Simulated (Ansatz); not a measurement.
`C#Cc1ccccc1` + `CC(O)O` → `C#COC(C)O` + benzene  (substitution at a C–C bond)

Gas-phase electronic energies from Ansatz, PBE0-D4/def2-TZVP geometries. CBS: MP2 limit from def2 TZ/QZ plus the TZ coupled-cluster correction, frozen cores. Functionals use def2-TZVPP. One conformer a species, not always the lowest.

Task: Is it downhill or uphill in electronic energy at CCSD(T)/CBS, and by how much? (An estimate is asked.)

Result: The calculation gave: Uphill: ΔE = +21.3 kcal/mol.

Task: What do these levels give: r2SCAN-D4, CAM-B3LYP, MP2/def2-TZVPP, CCSD/def2-TZVPP, MP2/def2-QZVPP, HF/CBS(def2)? (Best estimate.)

Result: Computed: r2SCAN-D4 19.5, CAM-B3LYP 18.2, MP2/def2-TZVPP 22.9, CCSD/def2-TZVPP 20.5, MP2/def2-QZVPP 23.1, HF/CBS(def2) 18.1 kcal/mol.

Largest T1 diagnostic among the species: 0.012.

In def2-TZVPP, CCSD(T) changes the Hartree–Fock value by +2.7 kcal/mol (the triples alone add +0.4 kcal/mol) and MP2 by +4.8 kcal/mol. At CCSD(T), def2-SVP lies −2.1 kcal/mol from the extrapolated value and def2-TZVPP −0.4 kcal/mol. Leaving LDA and LC-ωPBE aside and taking each functional with its dispersion term where it has one, the values, not all of them listed here, spread over 2.2 kcal/mol, from ωB97X-V to PBE-QIDH.
